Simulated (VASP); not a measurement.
# Si in VASP: further runs

Runs on Si. Level: PBE. Tasks: work function.

All numbers are computed with VASP 6.6.1; they aren't measurements. Logs are shortened: lines on timing, memory, paths and dates and some standing lists are left out, and cuts for length are marked.

### 1 The structure

The cell holds a slab with vacuum, 12 atoms: a = 7.734 Å, b = 3.867 Å, c = 12.436 Å, α = 90.00°, β = 90.00°, γ = 90.00°.

The cell was built by a generator and needn't be a form met in nature.

### 2 Work function, PBE

The input, INCAR:

```
SYSTEM = Si
  ALGO = Fast
  DIPOL = 0.5 0.5 0.500
  EDIFF = 1E-6
  ENCUT = 520
  GGA = PE
  IDIPOL = 3
  ISIF = 2
  ISMEAR = 0
  KPAR = 4
  LASPH = .TRUE.
  LCHARG = .TRUE.
  LDIPOL = .TRUE.
  LREAL = .FALSE.
  LVACPOTAV = .TRUE.
  LVHAR = .TRUE.
  LWAVE = .FALSE.
  NELM = 100
  PREC = Accurate
  SIGMA = 0.03
```

The input, KPOINTS:

```
k-points
0
G
  4 7 1
  0 0 0
```

The input, POSCAR:

```
Si                                      
1.0
    7.7337965900      0.0000000000      0.0000000000
    0.0000000000      3.8668983000      0.0000000000
    0.0000000000      0.0000000000     12.4357750000
  Si            
    12
Direct
     0.8615942947493802    0.0000000000000000    0.2814423346310350
     0.5748825010427762    0.0000000000000000    0.2203316347025293
     0.5228283976534891    0.5000000000000000    0.3310660384309759
     0.0115728505814867    0.5000000000000000    0.3314697949580964
     0.2673161865150179    0.5000000000000000    0.4426981415625095
     0.7618057694578502    0.5000000000000000    0.4477049259986141
     0.7618057694578502    0.0000000000000000    0.5522950740013860
     0.2673161865150179    0.0000000000000000    0.5573018584374906
     0.5228283976534890    0.0000000000000000    0.6689339615690243
     0.0115728505814867    0.0000000000000000    0.6685302050419036
     0.8615942947493802    0.5000000000000000    0.7185576653689650
     0.5748825010427762    0.5000000000000000    0.7796683652974705
```

Potentials or basis: VASP PAW PBE potentials, release 64 (Si).

On the command line:

```bash
> cat potpaw_PBE.64/Si/POTCAR > POTCAR
> mpirun -np 4 vasp_std > vasp.out
```

OUTCAR:

```text
SYSTEM = Si
   EDIFF = 1E-6
   ENCUT = 520
   GGA = PE
   ISIF = 2
   ISMEAR = 0
   LASPH = .TRUE.
   LREAL = .FALSE.
   NELM = 100
   PREC = Accurate

 ion  position               nearest neighbor table
   1  0.862  0.000  0.281-   4 2.34   4 2.34   2 2.34   6 2.93   6 2.93
   2  0.575  0.000  0.220-   1 2.34   3 2.41   3 2.41
   3  0.523  0.500  0.331-   6 2.35   2 2.41   2 2.41   5 2.41
   4  0.012  0.500  0.331-   1 2.34   1 2.34   6 2.41   5 2.41
   5  0.267  0.500  0.443-   8 2.40   8 2.40   4 2.41   3 2.41
   6  0.762  0.500  0.448-   7 2.33   7 2.33   3 2.35   4 2.41   1 2.93   1 2.93
   7  0.762  0.000  0.552-   6 2.33   6 2.33   9 2.35  10 2.41  11 2.93  11 2.93
   8  0.267  0.000  0.557-   5 2.40   5 2.40  10 2.41   9 2.41
   9  0.523  0.000  0.669-   7 2.35  12 2.41  12 2.41   8 2.41
  10  0.012  0.000  0.669-  11 2.34  11 2.34   7 2.41   8 2.41
  11  0.862  0.500  0.719-  10 2.34  10 2.34  12 2.34   7 2.93   7 2.93
  12  0.575  0.500  0.780-  11 2.34   9 2.41   9 2.41

  LATTYP: Found a simple orthorhombic cell.
 ALAT       =     3.8668983000
 B/A-ratio  =     1.9999999974
 C/A-ratio  =     3.2159560545

  Lattice vectors:

 A1 = (   0.0000000000,  -3.8668983000,   0.0000000000)
 A2 = (   7.7337965900,   0.0000000000,   0.0000000000)
 A3 = (   0.0000000000,   0.0000000000,  12.4357750000)

Analysis of symmetry for initial positions (statically):
=====================================================================
 Subroutine PRICEL returns:
 Original cell was already a primitive cell.

 Routine SETGRP: Setting up the symmetry group for a
 simple orthorhombic supercell.

 Subroutine GETGRP returns: Found  4 space group operations
 (whereof  2 operations were pure point group operations)
 out of a pool of  8 trial point group operations.

The static configuration has the point symmetry C_1h.
 The point group associated with its full space group is C_2v.

Analysis of symmetry for dynamics (positions and initial velocities):
=====================================================================
 Subroutine PRICEL returns:
 Original cell was already a primitive cell.

 Routine SETGRP: Setting up the symmetry group for a
 simple orthorhombic supercell.

 Subroutine GETGRP returns: Found  4 space group operations
 (whereof  2 operations were pure point group operations)
 out of a pool of  8 trial point group operations.

The dynamic configuration has the point symmetry C_1h.
 The point group associated with its full space group is C_2v.

 Subroutine INISYM returns: Found  4 space group operations
 (whereof  2 operations are pure point group operations),
 and found     1 'primitive' translations

----------------------------------------------------------------------------------------

                                     Primitive cell

  volume of cell :     371.9019

  direct lattice vectors                    reciprocal lattice vectors
     7.733796590  0.000000000  0.000000000     0.129302599  0.000000000  0.000000000
     0.000000000  3.866898300  0.000000000     0.000000000  0.258605198  0.000000000
     0.000000000  0.000000000 12.435775000     0.000000000  0.000000000  0.080413163

  length of vectors
     7.733796590  3.866898300 12.435775000     0.129302599  0.258605198  0.080413163

  position of ions in fractional coordinates (direct lattice)
     0.861594295  0.000000000  0.281442335
     0.574882501  0.000000000  0.220331635
     0.522828398  0.500000000  0.331066038
     0.011572851  0.500000000  0.331469795
     0.267316187  0.500000000  0.442698142
     0.761805769  0.500000000  0.447704926
     0.761805769  0.000000000  0.552295074
     0.267316187  0.000000000  0.557301858
     0.522828398  0.000000000  0.668933962
     0.011572851  0.000000000  0.668530205
     0.861594295  0.500000000  0.718557665
     0.574882501  0.500000000  0.779668365

  ion indices of the primitive-cell ions
   primitive index   ion index
                 1           1
                 2           2
                 3           3
                 4           4
                 5           5
                 6           6
                 7           7
                 8           8
                 9           9
                10          10
                11          11
                12          12

----------------------------------------------------------------------------------------

 KPOINTS: k-points

Automatic generation of k-mesh.
 Grid dimensions read from file:
 generate k-points for:    4    7    1

 Generating k-lattice:

  Cartesian coordinates                     Fractional coordinates (reciprocal lattice)
     0.032325650  0.000000000  0.000000000     0.250000000  0.000000000  0.000000000
     0.000000000  0.036943600  0.000000000     0.000000000  0.142857143  0.000000000
     0.000000000  0.000000000  0.080413163     0.000000000  0.000000000  1.000000000

  Length of vectors
     0.032325650  0.036943600  0.080413163

  Shift w.r.t. Gamma in fractional coordinates (k-lattice)
     0.000000000  0.000000000  0.000000000

 Subroutine IBZKPT returns following result:
 ===========================================

 Found     12 irreducible k-points:

 Following reciprocal coordinates:
            Coordinates               Weight
  0.000000  0.000000  0.000000      1.000000
  0.250000  0.000000  0.000000      2.000000
  0.500000  0.000000  0.000000      1.000000
  0.000000  0.142857  0.000000      2.000000
  0.250000  0.142857  0.000000      4.000000
  0.500000  0.142857  0.000000      2.000000
  0.000000  0.285714  0.000000      2.000000
  0.250000  0.285714  0.000000      4.000000
  0.500000  0.285714  0.000000      2.000000
  0.000000  0.428571  0.000000      2.000000
  0.250000  0.428571  0.000000      4.000000
  0.500000  0.428571  0.000000      2.000000
   k-points           NKPTS =     12   k-points in BZ     NKDIM =     12   number of bands    NBANDS=     31
   number of dos      NEDOS =    301   number of ions     NIONS =     12
   total plane-waves  NPLWV = 172800
   dimension x,y,z NGX =    60 NGY =   30 NGZ =   96
   dimension x,y,z NGXF=   120 NGYF=   60 NGZF=  192
   ions per type =              12
   NGX,Y,Z   is equivalent  to a cutoff of  12.90, 12.90, 12.83 a.u.
   NGXF,Y,Z  is equivalent  to a cutoff of  25.80, 25.80, 25.67 a.u.
 SYSTEM =  Si
   PREC   = accura    normal or accurate (medium, high low for compatibility)
   ISTART =      0    job   : 0-new  1-cont  2-samecut
   ICHARG =      2    charge: 1-file 2-atom 10-const
   ISPIN  =      1    spin polarized calculation?
   LNONCOLLINEAR =      F non collinear calculations
   LSORBIT =      F    spin-orbit coupling
   LASPH  =      T    aspherical Exc in radial PAW
   ENCUT  =  520.0 eV  38.22 Ry    6.18 a.u.  14.38  7.19 23.12*2*pi/ulx,y,z
   NELM   =    100;   NELMIN=  2; NELMDL= -5     # of ELM steps
   EDIFF  = 0.1E-05   stopping-criterion for ELM
   LREAL  =      F    real-space projection
   EDIFFG = 0.1E-04   stopping-criterion for IOM
   NSW    =      0    number of steps for IOM
   IBRION =     -1    ionic relax: 0-MD 1-quasi-New 2-CG
   NFREE  =      0    steps in history (QN), initial steepest desc. (CG)
   ISIF   =      2    stress and relaxation
   ISYM   =      2    0-nonsym 1-usesym 2-fastsym
   POTIM  = 0.5000    time-step for ionic-motion
   TEBEG  =    0.0;   TEEND  =   0.0 temperature during run
   PSTRESS=    0.0 pullay stress
   NELECT =      48.0000    total number of electrons
   NUPDOWN=      -1.0000    fix difference up-down
   EMIN   =  10.00;   EMAX   =-10.00  energy-range for DOS
   EFERMI =   0.00;   METHOD = LEGACY
   ISMEAR =     0;   SIGMA  =   0.03  broadening in eV -4-tet -1-fermi 0-gaus
   EFERMI_NEDOS =   21; number of points for ismear=-14 and -15
   IALGO  =     68    algorithm
   IMIX   =      4    mixing-type and parameters
     AMIX     =   0.40;   BMIX     =  1.00
     AMIX_MAG =   1.60;   BMIX_MAG =  1.00
  volume/ion in A,a.u.               =      30.99       209.14
  Fermi-wavevector in a.u.,A,eV,Ry     =   0.827331  1.563428  9.312862  0.684476
  Thomas-Fermi vector in A             =   1.939516
   LORBIT       =      0    0 simple, 1 ext, 2 COOP (PROOUT), +10 PAW based schemes
   GGA     = PE    functional components
   LHFCALC =     F    Hartree Fock is set to
   AEXX    =    0.0000 exact exchange contribution
   IVDW    =     0    specifies the selected vdW correction
   LEPSILON=     F    determine dielectric tensor
   LRPA    =     F    only Hartree local field effects (RPA)
 non-spin polarized calculation
 RMM-DIIS sequential band-by-band and
 Gauss-broadening in eV      SIGMA  =   0.03
  energy-cutoff  :      520.00
  volume of cell :      371.90
 maximum number of plane-waves:     10058
 NGX is ok and might be reduce to    60
   NGX = 29   NGY = 15   NGZ = 47

 dipolmoment           0.000000      0.000000     -0.000000 electrons x Angstroem

 number of electron      47.9999997 magnetization

 dipolmoment           0.000000      0.000000      0.000000 electrons x Angstroem

 Free energy of the ion-electron system (eV)
  ---------------------------------------------------
  ext. energy  EPLUGINS =         0.00000000
  ---------------------------------------------------
  free energy    TOTEN  =       -60.08967093 eV

  energy without entropy =      -60.08967093  energy(sigma->0) =      -60.08967093

 E-fermi :   2.2894     XC(G=0):  -7.0152

 val. band max:        2.1243444218   @ k =   0.5000   0.1429   0.0000
 cond. band min:       2.4309507921   @ k =   0.0000   0.4286   0.0000
 fundamental gap:      0.3066063703
 Fermi energy:         2.2893681885

 k-point     1 :       0.0000    0.0000    0.0000
  band No.  band energies     occupation
      1      -9.9096      2.00000
      2      -9.0620      2.00000
      3      -7.9083      2.00000
      4      -7.1835      2.00000
      5      -6.9545      2.00000
      6      -6.6758      2.00000
[... 23 lines left out ...]
     30       4.1780      0.00000
     31       4.6011      0.00000

 k-point     2 :       0.2500    0.0000    0.0000
  band No.  band energies     occupation
      1      -9.8362      2.00000
      2      -9.0189      2.00000
      3      -8.3518      2.00000
      4      -7.1955      2.00000
      5      -6.7502      2.00000
      6      -6.5632      2.00000
[... 23 lines left out ...]
     30       4.0764      0.00000
     31       4.4905      0.00000

 k-point     3 :       0.5000    0.0000    0.0000
  band No.  band energies     occupation
      1      -9.7419      2.00000
      2      -8.9703      2.00000
      3      -8.6530      2.00000
      4      -7.3934      2.00000
      5      -6.6873      2.00000
      6      -6.2123      2.00000
[... 23 lines left out ...]
     30       4.6756      0.00000
     31       4.7725      0.00000

 k-point     4 :       0.0000    0.1429    0.0000
  band No.  band energies     occupation
      1      -9.7274      2.00000
      2      -8.8858      2.00000
      3      -7.7351      2.00000
      4      -7.0097      2.00000
      5      -6.7811      2.00000
      6      -6.5154      2.00000
[... 227 lines left out ...]
     30       4.4321      0.00000
     31       4.8310      0.00000

 k-point    11 :       0.2500    0.4286    0.0000
  band No.  band energies     occupation
      1      -8.2513      2.00000
      2      -7.6400      2.00000
      3      -6.9560      2.00000
      4      -6.7785      2.00000
      5      -6.2720      2.00000
      6      -6.2521      2.00000
[... 23 lines left out ...]
     30       4.5352      0.00000
     31       4.9916      0.00000

 k-point    12 :       0.5000    0.4286    0.0000
  band No.  band energies     occupation
      1      -8.1228      2.00000
      2      -7.5081      2.00000
      3      -7.2799      2.00000
      4      -6.7426      2.00000
      5      -6.6459      2.00000
      6      -6.2880      2.00000
[... 23 lines left out ...]
     30       4.1724      0.00000
     31       5.0583      0.00000

------------------------ aborting loop because EDIFF is reached ----------------------------------------

  FORCE on cell =-STRESS in cart. coord.  units (eV):
  Direction    XX          YY          ZZ          XY          YZ          ZX
  --------------------------------------------------------------------------------------
  -------------------------------------------------------------------------------------
  Total       -4.9230637      1.7436661      0.1257966      0.0000000      0.0000000      0.0000000
  in kB      -21.2088774      7.5118268      0.5419400      0.0000000      0.0000000      0.0000000
  external PRESSURE =      -4.3850369 kB  Pullay stress =       0.0000000 kB

 VOLUME and BASIS-vectors are now :
 -----------------------------------------------------------------------------
  energy-cutoff  :      520.00
  volume of cell :      371.90
      direct lattice vectors                 reciprocal lattice vectors
     7.733796590  0.000000000  0.000000000     0.129302599  0.000000000  0.000000000
     0.000000000  3.866898300  0.000000000     0.000000000  0.258605198  0.000000000
     0.000000000  0.000000000 12.435775000     0.000000000  0.000000000  0.080413163

 POSITION                                       TOTAL-FORCE (eV/Angst)
 -----------------------------------------------------------------------------------
      6.66340      0.00000      3.49995        -0.006025      0.000000     -0.008015
      4.44602      0.00000      2.73999         0.002620      0.000000     -0.000080
      4.04345      1.93345      4.11706        -0.000726      0.000000      0.005627
      0.08950      1.93345      4.12208         0.002696      0.000000     -0.009227
      2.06737      1.93345      5.50529        -0.000517      0.000000      0.009349
      5.89165      1.93345      5.56756         0.001951      0.000000     -0.001097
      5.89165      0.00000      6.86822         0.001951      0.000000      0.001097
      2.06737      0.00000      6.93048        -0.000517      0.000000     -0.009349
      4.04345      0.00000      8.31871        -0.000726      0.000000     -0.005627
      0.08950      0.00000      8.31369         0.002696      0.000000      0.009227
      6.66340      1.93345      8.93582        -0.006025      0.000000      0.008015
      4.44602      1.93345      9.69578         0.002620      0.000000      0.000080
 -----------------------------------------------------------------------------------
    total drift:                               -0.000111      0.000000     -0.000000

  FREE ENERGIE OF THE ION-ELECTRON SYSTEM (eV)
  ---------------------------------------------------
  free  energy   TOTEN  =       -60.0896709297 eV

  energy  without entropy=      -60.0896709297  energy(sigma->0) =      -60.08967093
```

It took 56 s on 4 MPI ranks of Intel Xeon Platinum 8375C at 2.90GHz (Ice Lake), shared host; peak memory 0.46 GiB.

What came out:

```
Free energy            : -60.0897 eV
Largest force          : 0.010 eV/Å
Band gap on the k mesh : 0.31 eV, indirect (least direct gap 0.66 eV)
```

Forces on the atoms (eV/Å):
```
Si  -0.006  0.000 -0.008
Si   0.003  0.000  0.000
Si  -0.001  0.000  0.006
Si   0.003  0.000 -0.009
Si  -0.001  0.000  0.009
Si   0.002  0.000 -0.001
Si   0.002  0.000  0.001
Si  -0.001  0.000 -0.009
Si  -0.001  0.000 -0.006
Si   0.003  0.000  0.009
Si  -0.006  0.000  0.008
Si   0.003  0.000  0.000
```

(Continued in part 2 of 2.)
